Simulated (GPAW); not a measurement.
The system is LiCl.

```
Cl Li
1.0
     0.00000    2.56477    2.56477
     2.56477    0.00000    2.56477
     2.56477    2.56477    0.00000
Cl Li
1 1
Direct
  0.50000 0.50000 0.50000
  0.00000 0.00000 0.00000
```

* Program: GPAW 26.7.0
* Task: relaxation of cell and atoms
* Functional: PBEsol
* Dispersion: D3(BJ)
* Potentials or basis: PAW data sets generated in the run's folder for this functional
* Cutoff: 800 eV
* Basis: pw
* k mesh: 9 × 9 × 9
* Occupations: fermi-dirac, width 0.05 eV
* Spin: no spin polarisation

At the start: pressure -2.9 GPa; volume 16.87 Å³/atom.

Task: Where does the relaxation end?

Result: Over 4 steps the energy falls by 14.0 meV/atom and the volume is 15.44 Å³/atom (-8.5 %); space group Fm-3m (No. 225, to 0.05 Å).

The path:
```
step  energy change (eV)  largest force (eV/Å)  pressure (GPa)  volume (Å³)
   1              0.0000                0.0000           -2.92        33.74
   2             -0.0039                0.0000           -2.75        33.52
   3             -0.0276                0.0000            0.39        30.56
   4             -0.0280                0.0000           -0.04        30.88
```

Final structure:
```
Cl Li
1.0
     0.00000    2.49020    2.49020
     2.49020    0.00000    2.49020
     2.49020    2.49020    0.00000
Cl Li
1 1
Direct
  0.50000 0.50000 0.50000
  0.00000 0.00000 0.00000
```

Caveat: later steps reuse the first step's grids.
